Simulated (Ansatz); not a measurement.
# Black phosphorene monolayer in a perpendicular field, part 3 of 4

Wanted: the out-of-plane response of the black phosphorene monolayer. A positive field points along +c.

Ansatz 0.2.0; plane-wave DFT, PBE-D3(BJ), Ansatz PAW.

So far. Step 6 (Atoms held, field 0.15 V/Å): The dipole is 0.0557 e·Å, and the gap 0.729 eV. Step 7 (Single point, field 0.25 V/Å): The dipole is 0.0928 e·Å, and the gap 0.728 eV.

**8. Atoms held, field -0.25 V/Å**

Input file input.yaml:

```yaml
crystal:
  lattice:
    - [4.4417325633, 0.0, 0.0]
    - [0.0, 3.2954911764, 0.0]
    - [0.0, 0.0, 20.1229071008]
  atoms:
    - { symbol: P, position: [0.0825802332, 0.0, 0.4472515757] }
    - { symbol: P, position: [0.4174165276, 0.5, 0.4472514809] }
    - { symbol: P, position: [0.9174197668, 0.0, 0.5527484243] }
    - { symbol: P, position: [0.5825834724, 0.5, 0.5527485191] }
kpoints:
  mp_grid: { grid: [10, 14, 1] }
  band_path:
    path:
      - [0, 0, 0]
      - [0.5, 0, 0]
      - [0.5, 0.5, 0]
      - [0, 0, 0]
      - [0, 0.5, 0]
      - [0.5, 0.5, 0]
    npoints: 16
hamiltonian:
  xc: pbe
  dispersion: d3bj
scf:
  occupations: { method: fermi_dirac, width: 0.05 }
  convergence: { dr2_threshold: 1.0e-10 }
efield:
  axis: 3
  dipole_correction: true
  ramp_position: 0.97
  ramp_width: 0.06
  amplitude: -0.25
output:
  dos: { projected: true, e_range: [-6, 5] }
  bader: true
  write_potential: true
  write_density: true
  volumetric_format: npy
  elf: true
```

On the command line:

```sh
> ansatz run input.yaml --threads 2 --pin off --max-ram 3072MiB --backend cpu --events-out ev --progress --plain --runs-dir out
```

Numbers of over 12 decimals in the logs are rounded to 6 here.

What it wrote:

```text
[...]
Crystal: 4 atoms, lattice volume = 294.553 Å³
Basis set: ecut = 420 eV, 5791 PW (Γ)
Bands: 14, of which v1, the nominal top of the filled ones, is band 10 counted from 1 (9 counted from 0)
Symmetry: 4 space group operations
k-points: 48 of 140
[...]
k-point 2: bands = [... 6 lower, -6.2937, -4.5423, -3.5754, -1.9023, -0.8497, 0.4953, 1.5120, 2.2233]
  k-point 47: bands = [... 6 lower, -6.6710, -6.6710, -3.1140, -3.1140, 0.5818, 0.5818, 2.4258, 2.4258]
--- Bader charges: 4 sites ---
  site symbol  charge [e]  shift [e]
     0      P      0.0112     0.0001
     1      P      0.0112     0.0001
     2      P     -0.0112     0.0001
     3      P     -0.0112     0.0001
  estimated error of the sums over rays = 2.7e-4 e
[key lines of the parts left out:]
SCF converged after 10 iterations
Free energy (F): -3023.636146 eV
Fermi energy:    -1.431759 eV
Dipole field:    D = -0.057008 V/Å  (p = -0.092797 e·Å, saw-weighted, corrected)
```

The job ended after 2 min (2 threads of AMD EPYC 7R43, shared host; peak memory 0.57 GiB).

The dipole is -0.0928 e·Å, and the gap 0.728 eV.

**9. Response, atoms held**

This step: plane-wave DFT, PBE-D3(BJ), Ansatz PAW; response to a field along the normal, atoms held (Ansatz 0.2.0).

The dipoles give the slope, and the difference of two potentials shows where the field is screened.

Numbers from this step:

| Property | Result |
| --- | --- |
| equivalent conductor thickness p/(ε₀AE) | 4.587 Å |
| distance between the outer atoms | 2.123 Å |

Dipole of the cell against applied field:

```
applied field (V/Å)  dipole of the cell (e·Å)
             -0.250                   -0.0928
             -0.030                   -0.0111
              0.000                    1.1e-6
              0.030                    0.0111
              0.150                    0.0557
              0.250                    0.0928
```

Local field over the applied field, running mean. From the potentials at -0.03 and 0.03 V/Å; running mean over 2.5 Å. The local field over applied field by z:

```
z (Å)  local field over applied field
  4.5                           0.998
  5.0                           0.995
  5.5                           0.986
  6.0                           0.959
  6.5                           0.893
  7.0                           0.763
  7.5                           0.582
  8.0                           0.405
  8.5                           0.246
  9.0                           0.116
  9.5                          0.0587
 10.0                          0.0590
 10.5                          0.0564
 11.0                          0.0935
 11.5                           0.209
 12.0                           0.364
 12.5                           0.536
 13.0                           0.721
 13.5                           0.868
 14.0                           0.948
 14.5                           0.981
 15.0                           0.994
 15.5                           0.998
 16.0                           0.999
```

Electrons, planar mean, per unit field. Table of induced electron density by z:

z (Å), induced electron density (e/Å³ per V/Å) and a bar from the least value:
```
     4.02    0.00000 ###############
     4.47    0.00001 ###############
     4.92    0.00002 ###############
     5.22    0.00003 ###############
     5.66    0.00009 ###############
     6.11    0.00024 ################
     6.56    0.00060 #################
     7.01    0.00139 ####################
     7.30    0.00229 ########################
     7.75    0.00386 ##############################
     8.20    0.00361 #############################
     8.65    0.00028 ################
     9.09   -0.00074 ############
     9.39    0.00048 #################
     9.84    0.00069 ##################
    10.29   -0.00069 ############
    10.73   -0.00048 #############
    11.03    0.00074 ##################
    11.48   -0.00028 ##############
    11.92   -0.00361 #
    12.37   -0.00386 
    12.82   -0.00229 ######
    13.12   -0.00139 ##########
    13.56   -0.00060 #############
    14.01   -0.00024 ##############
    14.46   -0.00009 ###############
    14.91   -0.00003 ###############
    15.20   -0.00002 ###############
    15.65   -0.00001 ###############
    16.10    0.00000 ###############
```

The smaller of the gaps on the path and on the k-mesh, counted as 0 under 0.03 eV. The gap by applied field:

```
applied field (V/Å)  gap (eV)
             -0.250     0.728
             -0.030      0.73
              0.000      0.73
              0.030      0.73
              0.150     0.729
              0.250     0.728
```

By hand: between -0.03 and 0.03 V/Å the dipole changes by 0.02227 e·Å, a slope of 0.3711 e·Å²/V. A perfect conductor of thickness t has p = ε₀AEt, so t = 180.95 × 0.3711 / 14.638 = 4.59 Å (e/ε₀ = 180.95 V·Å, A in Å²).

The induced dipole is that of a conductor 4.59 Å thick.

**10. Field on, atoms free, field 0.1 V/Å**

This step: plane-wave DFT, PBE-D3(BJ), Ansatz PAW (Ansatz 0.2.0).

Now the atoms may follow the field. A weak field makes forces of meV/Å to tens of meV/Å, so the force tolerance is set well below the usual one.

input.yaml, the sections that differ from step 8:

```yaml
kpoints:
  mp_grid: { grid: [8, 10, 1] }
efield:
  axis: 3
  dipole_correction: true
  ramp_position: 0.97
  ramp_width: 0.06
  amplitude: 0.1
relax:
  f_tol: 0.001
  max_steps: 60
output:
  write_potential: true
  write_density: true
  volumetric_format: npy
# crystal, hamiltonian, scf: as in step 8
```

What it wrote:

```text
[...]
Crystal: 4 atoms, lattice volume = 294.553 Å³
Basis set: ecut = 420 eV, 5791 PW (Γ), exchange–correlation on 60×48×270 points (8 copies of the dense FFT grid, shifted against one another)
Bands: 14, of which v1, the nominal top of the filled ones, is band 10 counted from 1 (9 counted from 0)
Symmetry: 4 space group operations
k-points: 30 of 80
[...]
SCF iter   1: F=—  HF=-3023.829426 eV  |F-HF|=—  |Δ(HF+E_count)|=         —  Δρ=2.04e-2  dr2=8.99e-1  ethr=3.10e-3  p=0.038 e·Å  D=2.34e-2 V/Å  ΔV_dip=-0.47 eV  dr2_dipole=2.85e-6  V_vac-E_F(+/−)=6.08/4.76 eV  ⟨swp⟩=10.1  Hψ=3772  notcnv=0
[...]
SCF iter  10: F=-3023.625555 eV  HF=-3023.625555 eV  |F-HF|=2.23e-11  |Δ(HF+E_count)|=  6.15e-10  Δρ=1.07e-7  dr2=5.63e-11  ethr=1.00e-12  p=0.037 e·Å  D=2.28e-2 V/Å  ΔV_dip=-0.46 eV  dr2_dipole=6.83e-12  V_vac-E_F(+/−)=5.18/3.86 eV  ⟨swp⟩=7.1  Hψ=2999  notcnv=0
SCF 1 converged in 10 iterations: F = -3023.625555 eV  dr2 = 5.63e-11
[...]
relax step   1: F+E_penalty+E_count = -3023.62555461 eV  Δ(F+E_penalty+E_count) = +0.000e0 eV  max|allowed force component| = 1.538e-3 eV/Å  Δτ_max = 0.0000 Å  (10 SCF iters, accepted)
[...]
SCF iter   5: F=-3023.625555 eV  HF=-3023.625555 eV  |F-HF|=4.37e-11  |Δ(HF+E_count)|=  2.41e-11  Δρ=1.02e-7  dr2=5.25e-11  ethr=1.00e-12  p=0.037 e·Å  D=2.28e-2 V/Å  ΔV_dip=-0.46 eV  dr2_dipole=1.06e-11  V_vac-E_F(+/−)=5.18/3.86 eV  ⟨swp⟩=6.5  Hψ=2642  notcnv=0
SCF 2 converged in 5 iterations: F = -3023.625555 eV  dr2 = 5.25e-11
relax step   2: F+E_penalty+E_count = -3023.62555479 eV  Δ(F+E_penalty+E_count) = -1.824e-7 eV  max|allowed force component| = 4.168e-4 eV/Å  Δτ_max = 0.0000 Å  (5 SCF iters, accepted)
[...]
the band table was solved once a step of the walk had ended and its energy, with any forces and stress, was formed, with the checks that follow a solve (3267 applications of the Hamiltonian). They found nothing against the state; the energy, forces and stress were not computed again (output.eigenvalues in the input reference)
SCF converged after 5 iterations
Free energy (F): -3023.625555 eV
[...]
Internal energy: -3023.625531 eV  (E = F + TS)
E sigma→0 (E₀):  -3023.625543 eV
Entropy (-TS):   -0.000024 eV (-0.006 meV/atom)
Fermi energy:    -1.428782 eV
Dipole field:    D = 0.022799 V/Å  (p = 0.037112 e·Å, saw-weighted, corrected)
Work function:   not extracted (applied field tilts the vacuum); planar V_es + V_field profile in the machine report
[...]
--- Forces (eV/Å), atoms counted from 1 ---
  atom   1  P      0.00041684    -0.00000000    -0.00009497
  atom   2  P     -0.00041684     0.00000000    -0.00009497
  atom   3  P      0.00038116     0.00000000     0.00009472
  atom   4  P     -0.00038116    -0.00000000     0.00009472
  max |Σ_I F_I| component: 4.88e-7 eV/Å
--- Band table (eV; the first three rows and the last of 30) ---
  k-point 0: bands = [... 6 lower, -5.2821, -3.6824, -3.5886, -1.8097, -1.0789, -0.2576, 0.8921, 1.6331]
  k-point 1: bands = [... 6 lower, -5.8989, -4.1986, -3.6233, -1.8339, -0.9639, 0.6960, 0.9829, 1.7735]
  k-point 2: bands = [... 6 lower, -6.0870, -4.7753, -3.5104, -2.0613, -0.6237, -0.1311, 2.1190, 2.4116]
  k-point 29: bands = [... 6 lower, -6.6679, -6.6679, -3.1110, -3.1110, 0.5851, 0.5851, 2.4291, 2.4291]
--- Relaxed structure (2 steps of the walk, 2 accepted, 0 SCFs on fresh bases) ---
  F+E_penalty+E_count = -3023.62555479 eV   max|allowed force component| = 4.168e-4 eV/Å
  atoms:
    - { symbol: P, position: [0.082592, 0, 0.447251] }
    - { symbol: P, position: [0.417408, 0.500000, 0.447251] }
    - { symbol: P, position: [0.917429, 0, 0.552749] }
    - { symbol: P, position: [0.582571, 0.500000, 0.552749] }
```

It took 31 s on 2 threads; peak memory 0.47 GiB.

Hardly anything moved in the relaxation; the energy changed by under 0.2 meV an atom.

Numbers from this step:

- dipole along the normal: 0.03711 e·Å

The relaxation took 2 steps and lowered the energy by 1.8e-7 eV; the largest force on the free atoms ends at 4.2e-4 eV/Å.

The dipole is 0.0371 e·Å, and the gap on the mesh 0.731 eV.

**11. Relaxing in the field, field -0.1 V/Å**

The opposite sign, again from the field-free geometry; the difference of the two cancels what relaxes without a field.

Changes to input.yaml since step 10:

```diff
@@ -23,3 +23,3 @@
   ramp_width: 0.06
-  amplitude: 0.1
+  amplitude: -0.1
 relax:
```

What it wrote:

```text
[...]
Crystal: 4 atoms, lattice volume = 294.553 Å³
Basis set: ecut = 420 eV, 5791 PW (Γ), exchange–correlation on 60×48×270 points (8 copies of the dense FFT grid, shifted against one another)
Bands: 14, of which v1, the nominal top of the filled ones, is band 10 counted from 1 (9 counted from 0)
Symmetry: 4 space group operations
k-points: 30 of 80
[...]
--- Relaxed structure (2 steps of the walk, 2 accepted, 0 SCFs on fresh bases) ---
  F+E_penalty+E_count = -3023.62555479 eV   max|allowed force component| = 4.172e-4 eV/Å
  atoms:
    - { symbol: P, position: [0.082571, 0, 0.447251] }
    - { symbol: P, position: [0.417429, 0.500000, 0.447251] }
    - { symbol: P, position: [0.917408, 0, 0.552749] }
    - { symbol: P, position: [0.582592, 0.500000, 0.552749] }
[key lines of the parts left out:]
SCF converged after 5 iterations
Free energy (F): -3023.625555 eV
Fermi energy:    -1.428783 eV
Dipole field:    D = -0.022799 V/Å  (p = -0.037112 e·Å, saw-weighted, corrected)
```

It took 26 s on 2 threads; peak memory 0.47 GiB.

Hardly anything moved in the relaxation; the energy changed by under 0.2 meV an atom.

This step gave:

| Item | Value |
| --- | --- |
| dipole along the normal | -0.03711 e·Å |

The relaxation took 2 steps and lowered the energy by 1.8e-7 eV; the largest force on the free atoms ends at 4.2e-4 eV/Å.

The dipole is -0.0371 e·Å, and the gap on the mesh 0.731 eV.

**12. Response, atoms relaxed**

This step: plane-wave DFT, PBE-D3(BJ), Ansatz PAW; response to a field along the normal, atoms relaxed (Ansatz 0.2.0).

The same analysis on the two relaxed runs holds the ionic part too; their mesh is coarser, so small differences from the held value can come from that.

Numbers from this step:

```
equivalent conductor thickness p/(ε₀AE) : 4.588 Å
```

Dipole of the cell against applied field:

```
applied field (V/Å)  dipole of the cell (e·Å)
            -0.1000                   -0.0371
             0.1000                    0.0371
```

Local field over the applied field, running mean. From the potentials at -0.1 and 0.1 V/Å; running mean over 2.5 Å. Local field over applied field against z:

```
z (Å)  local field over applied field
 4.02                           1.000
 4.47                           0.999
 4.92                           0.996
 5.22                           0.992
 5.66                           0.980
 6.11                           0.949
 6.56                           0.882
 7.01                           0.761
 7.30                           0.655
 7.75                           0.490
 8.20                           0.340
 8.65                           0.203
 9.09                          0.0978
 9.39                          0.0631
 9.84                          0.0574
10.29                          0.0574
10.73                          0.0631
11.03                          0.0978
11.48                           0.203
11.92                           0.340
12.37                           0.490
12.82                           0.655
13.12                           0.761
13.56                           0.882
14.01                           0.949
14.46                           0.980
14.91                           0.992
15.20                           0.996
15.65                           0.999
16.10                           1.000
```

Electrons, planar mean, per unit field. Induced electron density against z:

```
z (Å)  induced electron density (e/Å³ per V/Å)
 4.02                                   2.0e-6
 4.47                                   5.7e-6
 4.92                                   1.6e-5
 5.22                                   3.3e-5
 5.66                                   9.1e-5
 6.11                                   2.4e-4
 6.56                                   6.0e-4
 7.01                                  0.00139
 7.30                                  0.00229
 7.75                                  0.00386
 8.20                                  0.00361
 8.65                                   2.7e-4
 9.09                                  -7.3e-4
 9.39                                   4.9e-4
 9.84                                   6.9e-4
10.29                                  -6.9e-4
10.73                                  -4.9e-4
11.03                                   7.3e-4
11.48                                  -2.7e-4
11.92                                 -0.00361
12.37                                 -0.00386
12.82                                 -0.00229
13.12                                 -0.00139
13.56                                  -6.0e-4
14.01                                  -2.4e-4
14.46                                  -9.1e-5
14.91                                  -3.3e-5
15.20                                  -1.6e-5
15.65                                  -5.7e-6
16.10                                  -2.0e-6
```

The induced dipole is that of a conductor 4.59 Å thick.

**13. The same run with other settings: efield.amplitude = 0.05 and efield.ramp_width = 0.15**

This step: plane-wave DFT, PBE-D3(BJ), Ansatz PAW (Ansatz 0.2.0).

A run with a changed input: it repeats the earlier run at 0.03 V/Å with efield.amplitude from 0.03 to 0.05 and efield.ramp_width from 0.06 to 0.15.

Changes to input.yaml since step 11:

```diff
@@ -11,3 +11,12 @@
 kpoints:
-  mp_grid: { grid: [8, 10, 1] }
+  mp_grid: { grid: [10, 14, 1] }
+  band_path:
+    path:
+      - [0, 0, 0]
+      - [0.5, 0, 0]
+      - [0.5, 0.5, 0]
+      - [0, 0, 0]
+      - [0, 0.5, 0]
+      - [0.5, 0.5, 0]
+    npoints: 16
 hamiltonian:
@@ -22,7 +31,4 @@
   ramp_position: 0.97
-  ramp_width: 0.06
-  amplitude: -0.1
-relax:
-  f_tol: 0.001
-  max_steps: 60
+  ramp_width: 0.15
+  amplitude: 0.05
 output:
```

What it wrote:

```text
[...]
Crystal: 4 atoms, lattice volume = 294.553 Å³
Basis set: ecut = 420 eV, 5791 PW (Γ)
Bands: 14, of which v1, the nominal top of the filled ones, is band 10 counted from 1 (9 counted from 0)
Symmetry: 4 space group operations
k-points: 48 of 140
[...]
SCF iter   1: F=—  HF=-3023.828739 eV  |F-HF|=—  |Δ(HF+E_count)|=         —  Δρ=2.04e-2  dr2=8.98e-1  ethr=3.10e-3  p=0.019 e·Å  D=1.17e-2 V/Å  ΔV_dip=-0.24 eV  dr2_dipole=6.33e-7  V_vac-E_F(+/−)=5.76/5.17 eV  ⟨swp⟩=10.2  Hψ=6123  notcnv=0
[...]
SCF iter  10: F=-3023.625012 eV  HF=-3023.625012 eV  |F-HF|=4.55e-12  |Δ(HF+E_count)|=  3.48e-10  Δρ=6.87e-8  dr2=2.10e-11  ethr=1.00e-12  p=0.019 e·Å  D=1.14e-2 V/Å  ΔV_dip=-0.23 eV  dr2_dipole=2.68e-12  V_vac-E_F(+/−)=4.86/4.27 eV  ⟨swp⟩=3.2  Hψ=3135  notcnv=0
SCF 1 converged in 10 iterations: F = -3023.625012 eV  dr2 = 2.10e-11
[...]
SCF converged after 10 iterations
Free energy (F): -3023.625012 eV
[...]
Internal energy: -3023.624993 eV  (E = F + TS)
E sigma→0 (E₀):  -3023.625003 eV
Entropy (-TS):   -0.000019 eV (-0.005 meV/atom)
Fermi energy:    -1.462889 eV
Dipole field:    D = 0.011399 V/Å  (p = 0.018555 e·Å, saw-weighted, corrected)
Work function:   not extracted (applied field tilts the vacuum); planar V_es + V_field profile in the machine report
[...]
--- Band table (eV; the first three rows and the last of 48) ---
  k-point 0: bands = [... 6 lower, -5.3174, -3.7177, -3.6238, -1.8451, -1.1137, -0.2928, 0.8569, 1.5977]
  k-point 1: bands = [... 6 lower, -5.6668, -3.9816, -3.6864, -1.8491, -1.0549, 0.2196, 1.2342, 1.3561]
  k-point 2: bands = [... 6 lower, -6.3257, -4.5746, -3.6075, -1.9346, -0.8797, 0.4633, 1.4800, 2.2610]
  k-point 47: bands = [... 6 lower, -6.7033, -6.7033, -3.1464, -3.1464, 0.5500, 0.5500, 2.3937, 2.3937]
```

The job ended after 26 s (2 threads; peak memory 0.59 GiB).

This step gave:

* dipole along the normal: 0.01856 e·Å
* gap along the path: 0.7299 eV
* smallest direct gap along the path: 0.7314 eV
* gap, the smaller of path and mesh: 0.7299 eV

(Continued in part 4 of 4.)

[Logs are printed without paths, hosts, clocks, repeated set-up lines and the standing remarks that a program may print on its own settings, such as how far it seeks lower states.]

[Hosts, paths, dates, database ids (printed as entryN), source tags and the programs' standing remarks are cut or masked in the printed files.]

[Maps of the electrostatic potential energy from Ansatz leave out the sawtooth potential of an applied field or a dipole correction, so their vacuum need not be flat; planar profiles and work functions include it.]
